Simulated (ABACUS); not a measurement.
# Co (P6_3/mmc) in ABACUS: reference runs

How does Co come out in PBE? The cell is run as given and disturbed, and energy against volume gives the equilibrium volume and stiffness.

Program: ABACUS 3.10.1. These are calculated values, not measurements. Logs are shortened: lines on timing, memory, paths and dates and some standing lists are left out, and cuts for length are marked.

## 1. The structure

It takes space group P6_3/mmc (No. 194, hexagonal). The conventional cell has a = 2.472 Å, b = 2.472 Å, c = 4.021 Å, α = 90.00°, β = 90.00°, γ = 120.00°. Co (site symmetry -6m2) has 12 Co at 2.47 Å as nearest neighbours.

## 2. Equation of state, PBE, collinear spin, ferromagnetic start, 10.00 Å³/atom (volume scaled by 0.94)

Input file INPUT:

```
INPUT_PARAMETERS
suffix              Co
calculation         scf
basis_type          pw
pseudo_dir          ./
symmetry            1
dft_functional      pbe
ecutwfc             97
pseudo_rcut         10
nspin               2
nbands              23
ks_solver           dav
smearing_method     fd
smearing_sigma      0.00367493
scf_thr             1e-08
scf_nmax            100
mixing_type         broyden
mixing_beta         0.4
cal_force           1
cal_stress          1
kpar                4
```

Input file STRU:

```
ATOMIC_SPECIES
Co 58.9332 Co.upf

LATTICE_CONSTANT
1.8897261246

LATTICE_VECTORS
2.4215367659 0.0000000000 0.0000000000
-1.2107683830 2.0971123555 0.0000000000
0.0000000000 0.0000000000 3.9390568819

ATOMIC_POSITIONS
Direct

Co
0.0
2
0.6666666667 0.3333333333 0.7500000000 1 1 1 mag 2
0.3333333333 0.6666666667 0.2500000000 1 1 1 mag 2
```

Input file KPT:

```
K_POINTS
0
Gamma
12 12 7 0 0 0
```

Potentials or basis: PseudoDojo NC SR 0.4.1 PBE standard, plane waves.

Run with:

```
OMP_NUM_THREADS=1 mpirun -np 4 abacus > log
```

running log:

```text
ABACUS v3.10.1

               Atomic-orbital Based Ab-initio Computation at UStc

 ------------------------------------------------------------------------------------

 READING GENERAL INFORMATION
                           global_out_dir = OUT.Co/
                           global_in_card = INPUT
                               pseudo_dir = ./
                              orbital_dir =
                                    DSIZE = 4
                                    GSIZE = 1

 READING UNITCELL INFORMATION
                                    ntype = 1
                  lattice constant (Bohr) = 1.88973
              lattice constant (Angstrom) = 1

 READING ATOM TYPE 1
                               atom label = Co
                      L=0, number of zeta = 1
                      L=1, number of zeta = 1
                      L=2, number of zeta = 1
             number of atom for this type = 2
               magnetization of element 1 = 2

                        TOTAL ATOM NUMBER = 2
DIRECT COORDINATES
    atom                   x                   y                   z     mag                  vx                  vy                  vz
taud_Co1            0.6666666667        0.3333333333        0.7500000000  2.0000        0.0000000000        0.0000000000        0.0000000000
taud_Co2            0.3333333333        0.6666666667        0.2500000000  2.0000        0.0000000000        0.0000000000        0.0000000000

                          Volume (Bohr^3) = 134.99
                             Volume (A^3) = 20.0034

 Lattice vectors: (Cartesian coordinate: in unit of a_0)
             +2.42154                  +0                  +0
             -1.21077            +2.09711                  +0
                   +0                  +0            +3.93906
 Reciprocal vectors: (Cartesian coordinate: in unit of 2 pi/a_0)
            +0.412961           +0.238423                  -0
                   -0           +0.476846                  -0
                   +0                  -0           +0.253868
 The esolver type has been set to : ksdft_pw

                PAO radial cut off (Bohr) = 10

 Read in pseudopotential file is Co.upf
                     pseudopotential type = NC
          exchange-correlation functional = PBE
                 nonlocal core correction = 1
                        valence electrons = 17
                                     lmax = 2
                           number of zeta = 4
                     number of projectors = 6
                           L of projector = 0
                           L of projector = 0
                           L of projector = 1
                           L of projector = 1
                           L of projector = 2
                           L of projector = 2
     initial pseudo atomic orbital number = 20
 The readin total magnetization is 4

 SETUP THE ELECTRONS NUMBER
            electron number of element Co = 17
      total electron number of element Co = 34
            AUTOSET number of electrons:  = 34
                           occupied bands = 17
                                   NBANDS = 23
                                   NLOCAL = 18

%%%%%%%%%%%%%%%%%%%%%%%%%%%%%%%%%%%%%%%%%%%%%%%%%%%%%%%%%%%%%%%%%%%%%%%%%%%%%%%%%%%%%%%%%%%%%%%%%%%%%%%%%%
 Warning: the number of valence electrons in pseudopotential > 9 for Co: [Ar] 3d7 4s2
 Pseudopotentials with additional electrons can yield (more) accurate outcomes, but may be less efficient.
 If you're confident that your chosen pseudopotential is appropriate, you can safely ignore this warning.
%%%%%%%%%%%%%%%%%%%%%%%%%%%%%%%%%%%%%%%%%%%%%%%%%%%%%%%%%%%%%%%%%%%%%%%%%%%%%%%%%%%%%%%%%%%%%%%%%%%%%%%%%%

 SETUP THE PLANE WAVE BASIS
 energy cutoff for charge/potential (unit:Ry) = 388
            fft grid for charge/potential = [ 30, 30, 48 ]
                        fft grid division = [ 1, 1, 1 ]
        big fft grid for charge/potential = [ 30, 30, 48 ]
                                     nbxx = 43200
                                     nrxx = 43200

 SETUP PLANE WAVES FOR CHARGE/POTENTIAL
                    number of plane waves = 17429
                         number of sticks = 559

 PARALLEL PW FOR CHARGE/POTENTIAL
     PROC   COLUMNS(POT)             PW
        1            559          17429
 --------------- sum -------------------
        1            559          17429
                            number of |g| = 896
                                  max |g| = 35.0899
                                  min |g| = 0

----------- Double Check Mixing Parameters Begin ------------
mixing_type: broyden
mixing_beta: 0.4
mixing_gg0: 1
mixing_gg0_min: 0.1
mixing_beta_mag: 1.6
mixing_gg0_mag: 0
mixing_ndim: 8
----------- Double Check Mixing Parameters End ------------

 LATTICE VECTORS: (CARTESIAN COORDINATE: IN UNIT OF A0)
             +2.42154                  +0                  +0
             -1.21077            +2.09711                  +0
                   +0                  +0            +3.93906
                       right hand lattice = 1
                                   NORM_A = 2.42154
                                   NORM_B = 2.42154
                                   NORM_C = 3.93906
                           ALPHA (DEGREE) = 90
                           BETA  (DEGREE) = 90
                           GAMMA (DEGREE) = 120

 The lattice vectors have been changed (STRU_SIMPLE.cif)

(for optimal symmetric configuration:)
                             BRAVAIS TYPE = 4
                     BRAVAIS LATTICE NAME = 04. Hexagonal cell
                                    ibrav = 4
                                    IBRAV = 4
                                  BRAVAIS = HEXAGONAL CELL
                       LATTICE CONSTANT A = 2.42154
                                C/A RATIO = 1.62668
Original cell was already a primitive cell.
                        ROTATION MATRICES = 24
              PURE POINT GROUP OPERATIONS = 12
                   SPACE GROUP OPERATIONS = 24
                                       C2 = 3
                                       C3 = 2
                                       C4 = 0
                                       C6 = 0
                                       S1 = 3
                                       S3 = 0
                                       S4 = 0
                                       S6 = 2
                              POINT GROUP = D_3d
                                       C2 = 7
                                       C3 = 2
                                       C4 = 0
                                       C6 = 2
                                       S1 = 7
                                       S3 = 2
                                       S4 = 0
                                       S6 = 2
               POINT GROUP IN SPACE GROUP = D_6h

 SETUP K-POINTS
                                    nspin = 2
                   Input type of k points = Monkhorst-Pack(Gamma)
                                   nkstot = 1008
                       right hand lattice = 1
(for reciprocal lattice: )
                             BRAVAIS TYPE = 4
                     BRAVAIS LATTICE NAME = 04. Hexagonal cell
                                    ibrav = 4
                       right hand lattice = 1
(for k-lattice: )
                             BRAVAIS TYPE = 4
                     BRAVAIS LATTICE NAME = 04. Hexagonal cell
                                    ibrav = 4
                       right hand lattice = 1
                        ROTATION MATRICES = 24
                               nkstot_ibz = 76
K-POINTS REDUCTION ACCORDING TO SYMMETRY
     IBZ    DIRECT_X    DIRECT_Y    DIRECT_Z  WEIGHT  ibz2bz
       1  0.00000000  0.00000000  0.00000000  0.0010       0
       2 -0.08333333  0.08333333  0.00000000  0.0060       1
       3 -0.16666667  0.16666667  0.00000000  0.0060       2
       4 -0.25000000  0.25000000  0.00000000  0.0060       3
       5 -0.33333333  0.33333333  0.00000000  0.0060       4
       6 -0.41666667  0.41666667  0.00000000  0.0060       5
[... 22 lines left out ...]
      29 -0.25000000  0.33333333  0.14285714  0.0238     159
      30 -0.33333333  0.41666667  0.14285714  0.0238     160
[... 46 further k points ...]

                               nkstot now = 76
[... K-POINTS DIRECT COORDINATES: 76 rows ...]

           k-point number in this process = 19
       minimum distributed K point number = 19
[... stars of the k points ...]
                             nks(nspin=2) = 38
                          nkstot(nspin=2) = 152

[... K-POINTS CARTESIAN COORDINATES: 38 rows ...]

[... K-POINTS DIRECT COORDINATES: 38 rows ...]

 SETUP PLANE WAVES FOR WAVE FUNCTIONS
     energy cutoff for wavefunc (unit:Ry) = 97
              fft grid for wave functions = [ 30, 30, 48 ]
                    number of plane waves = 3237
                         number of sticks = 187

 PARALLEL PW FOR WAVE FUNCTIONS
     PROC   COLUMNS(POT)             PW
        1            187           3237
 --------------- sum -------------------
        1            187           3237

 SETUP NONLOCAL PSEUDOPOTENTIALS IN PLANE WAVE BASIS
 Co non-local projectors:
 projector 1 L=0
 projector 2 L=0
 projector 3 L=1
 projector 4 L=1
 projector 5 L=2
 projector 6 L=2
      TOTAL NUMBER OF NONLOCAL PROJECTORS = 36

 Init Non-Local PseudoPotential table :
 Init Non-Local-Pseudopotential done.

                                     npwx = 2190

 Make real space PAO into reciprocal space.
       max mesh points in Pseudopotential = 1001
     dq(describe PAO in reciprocal space) = 0.01
                                    max q = 1186

 number of pseudo atomic orbitals for Co is 4
WARNING: norm of atomic wavefunction # 4 of atomic type Co is 0.999928, renormalized

 -------------------------------------------
 SELF-CONSISTENT
 -------------------------------------------
                                 init_chg = atomic

 PW ALGORITHM --------------- ION=   1  ELEC=   1--------------------------------
 Notice: Threshold on eigenvalues was too large.
 hsover_error=0.34 > DRHO=0.040825
 Origin diag ethr = 0.01
 New diag ethr = 0.000120074
          total magnetism (Bohr mag/cell) = 3.14559
       absolute magnetism (Bohr mag/cell) = 3.21883
                        nelec for spin up = 18.5728
                      nelec for spin down = 15.4272

 Density error is 0.0420528015367
                          Error Threshold = 0.000120073592181
----------------------------------------------------------
     Energy           Rydberg                 eV
----------------------------------------------------------
 E_KohnSham     -612.1280971938      -8328.4300277338
 E_Harris       -614.6554387946      -8362.8162742969
 E_Fermi        1.5765262156         21.4497395781
----------------------------------------------------------

 PW ALGORITHM --------------- ION=   1  ELEC=   2--------------------------------
          total magnetism (Bohr mag/cell) = 3.01543754671
       absolute magnetism (Bohr mag/cell) = 3.37270959025
                        nelec for spin up = 18.5077187734
                      nelec for spin down = 15.4922812266
[... 91 lines left out ...]
 PW ALGORITHM --------------- ION=   1  ELEC=   8--------------------------------
          total magnetism (Bohr mag/cell) = 3.09673020217
       absolute magnetism (Bohr mag/cell) = 3.40996611764
                        nelec for spin up = 18.5483651011
                      nelec for spin down = 15.4516348989

 Density error is 9.46689322161e-09
                          Error Threshold = 1.81499607211e-10
----------------------------------------------------------
     Energy           Rydberg                 eV
----------------------------------------------------------
 E_KohnSham     -612.1398250771      -8328.5895937720
 E_KS(sigma->0) -612.1392696602      -8328.5820369369
 E_Harris       -612.1411286177      -8328.6073293512
 E_band         -30.1121411591       -409.6966987435
 E_one_elec     -233.8586934426      -3181.8107576544
 E_Hartree      144.0038877505       1959.2734075587
 E_xc           -112.2768276932      -1527.6046099915
 E_Ewald        -410.0070808579      -5578.4325200146
 E_entropy(-TS) -0.0011108339        -0.0151136703
 E_descf        0.0000000000         0.0000000000
 E_exx          0.0000000000         0.0000000000
 E_Fermi        1.5539597663         21.1427072846
----------------------------------------------------------

 charge density convergence is achieved
 final etot is -8328.5895938 eV
 EFERMI = 21.142707285 eV

 STATE ENERGY(eV) AND OCCUPATIONS    NSPIN == 2
SPIN UP :
 1/19 kpoint (Cartesian) = 0.0000 0.0000 0.0000 (2189 pws)
       1       -74.8707    0.000992063
       2       -74.7910    0.000992063
       3       -38.3852    0.000992063
       4       -38.0069    0.000992063
       5       -38.0069    0.000992063
       6       -37.9511    0.000992063
[... 15 lines left out ...]
      22        43.7101        0.00000
      23        47.0104        0.00000
[... 102 lines left out ...]
       1       -74.7994     0.00595238
       2       -74.7669     0.00595238
       3       -38.3103     0.00595238
       4       -38.2442     0.00595238
       5       -38.2155     0.00595238
       6       -38.0980     0.00595238
[... 15 lines left out ...]
      22        31.4767        0.00000
      23        36.1143        0.00000

[... levels at 32 further k points ...]

------------------------------------------------------------------------------------------
 TOTAL-FORCE (eV/Angstrom)
------------------------------------------------------------------------------------------
                       Co1         0.0000000000         0.0000000000         0.0000000000
                       Co2         0.0000000000         0.0000000000         0.0000000000
------------------------------------------------------------------------------------------

----------------------------------------------------------------
 TOTAL-STRESS (KBAR)
----------------------------------------------------------------
       224.3610273999         0.0000000053        -0.0000000000
         0.0000000053       224.3610273929         0.0000000000
        -0.0000000000         0.0000000000       194.3441191488
----------------------------------------------------------------
 TOTAL-PRESSURE: 214.355391 KBAR

 --------------------------------------------
 !FINAL_ETOT_IS -8328.5895937720324582 eV
 --------------------------------------------
```

Wall time 27 s (4 MPI ranks of Intel Xeon 6975P-C (Granite Rapids), shared host); peak memory 0.4 GiB.

Results:

```yaml
Free_energy: -8328.5896 eV
Pressure: 21.4 GPa
Band_gap_on_the_k_mesh: none (metal or under the smearing width)
Net_moment: 3.10 μB per cell
Absolute_moment: 3.41 μB per cell
```

(Part 1 of 2 ends here.)
